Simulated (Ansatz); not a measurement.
HfO2:

```
Hf O
1.0
     5.21946    0.00000    0.00000
     0.00000    5.00476    0.00000
     0.00000    0.00000    5.03269
Hf O
4 8
Direct
  0.96699 0.73252 0.74144
  0.53301 0.73252 0.24144
  0.46699 0.26748 0.74144
  0.03301 0.26748 0.24144
  0.63213 0.92865 0.87927
  0.86787 0.92865 0.37927
  0.23395 0.53988 0.49229
  0.26605 0.53988 0.99229
  0.76605 0.46012 0.99229
  0.73395 0.46012 0.49229
  0.13213 0.07135 0.87927
  0.36787 0.07135 0.37927
```

Measurements of this composition are mostly on another form, of space group No. 14.

- Program: Ansatz 0.2.0
- Task: relaxation of cell and atoms
- Functional: PBEsol
- Potentials or basis: Ansatz PAW
- Cutoff: 420 eV (not typed: the program's choice for these potentials)
- k mesh: 4 × 5 × 4
- Occupations: fermi-dirac, width 0.05 eV
- Spin: no spin polarisation
- Hubbard terms: Hf d U = 3 eV

At the start: volume 10.96 Å³/atom.

Q: How do energy, volume and symmetry change on relaxing?

A: It ends after 9 steps and the volume is 11.23 Å³/atom (+2.5 %); space group Pca2_1 (No. 29, to 0.05 Å).

The path:
| step | energy change (eV) | largest force (eV/Å) | volume (Å³) |
| --- | --- | --- | --- |
| 1 | 0.0000 | 0.1559 | 131.46 |
| 2 | -0.0361 | 0.0966 | 135.12 |
| 3 | -0.0425 | 0.0856 | 134.59 |
| 4 | -0.0443 | 0.0450 | 134.45 |
| 5 | -0.0442 | 0.0229 | 134.61 |
| 6 | -0.0445 | 0.0068 | 134.57 |
| 7 | -0.0634 | 0.0058 | 134.57 |
| 8 | -0.0628 | 0.0006 | 134.71 |
| 9 | -0.0635 | 0.0006 | 134.71 |

Final structure:
```cif
data_structure
_symmetry_space_group_name_H-M 'P 1'
_symmetry_Int_Tables_number 1
_cell_length_a 5.2513
_cell_length_b 5.0539
_cell_length_c 5.0758
_cell_angle_alpha 90.000
_cell_angle_beta 90.000
_cell_angle_gamma 90.000
_cell_volume 134.71
loop_
_atom_site_label
_atom_site_type_symbol
_atom_site_fract_x
_atom_site_fract_y
_atom_site_fract_z
_atom_site_occupancy
Hf1 Hf 0.96742 0.73317 0.73968 1
Hf2 Hf 0.53258 0.73317 0.23968 1
Hf3 Hf 0.46742 0.26683 0.73968 1
Hf4 Hf 0.03258 0.26683 0.23968 1
O1 O 0.63485 0.93002 0.88275 1
O2 O 0.86515 0.93002 0.38275 1
O3 O 0.23459 0.53837 0.49057 1
O4 O 0.26541 0.53837 0.99057 1
O5 O 0.76541 0.46163 0.99057 1
O6 O 0.73459 0.46163 0.49057 1
O7 O 0.13485 0.06998 0.88275 1
O8 O 0.36515 0.06998 0.38275 1
```

Caveat: the plane-wave basis is chosen anew once the cell has moved, so the energies of steps on either side of that aren't comparable; the pressure holds a Pulay correction of +0.9 GPa for the finite cutoff; the PAW data sets come from PBE, with cores solved anew for the run's functional, which leaves a small shift of forces and pressure.
